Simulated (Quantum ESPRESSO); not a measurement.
**SrCl2: equation of state with r2SCAN**

SrCl2:

```
Sr Cl
1.0
     0.00000    3.48835    3.48835
     3.48835    0.00000    3.48835
     3.48835    3.48835    0.00000
Sr Cl
1 2
Cartesian
  0.0000 0.0000 0.0000
  5.2325 5.2325 5.2325
  1.7442 1.7442 1.7442
```

| Item | Value |
| --- | --- |
| Program | Quantum ESPRESSO 7.5 |
| Task | equation of state |
| Functional | r2SCAN |
| Potentials or basis | SG15 PBE 1.2 |
| Cutoff | 925 eV |
| Density cutoff | 3701 eV |
| k mesh | 5 × 5 × 5 |
| Occupations | fermi-dirac, width 0.05 eV |
| Spin | no spin polarisation |
| Symmetry | off |
| Mixing beta | 0.5 |
| Most SCF iterations | 120 |
| SCF threshold | 1e-08 Ry |

```yaml
Equilibrium_volume: 28.46 Å³/atom
Bulk_modulus: 38 GPa
Pressure_derivative_of_the_bulk_modulus: 4.6
```

Energy against volume, from the lowest point:
```tsv
volume (Å³/atom)	energy (meV/atom)
26.601	16.04
27.167	7.40
27.733	2.18
28.299	0.00
28.865	0.55
29.431	3.55
29.997	8.74
```

All runs of the series together: 19 min on 4 threads of Arm Neoverse V2, with other jobs on the host.

Caveat: the potentials were made for another functional, which shifts forces and pressure; this potential file gives levels or pressures that part from those of other sets. Zero-point motion and thermal expansion aren't in these numbers.
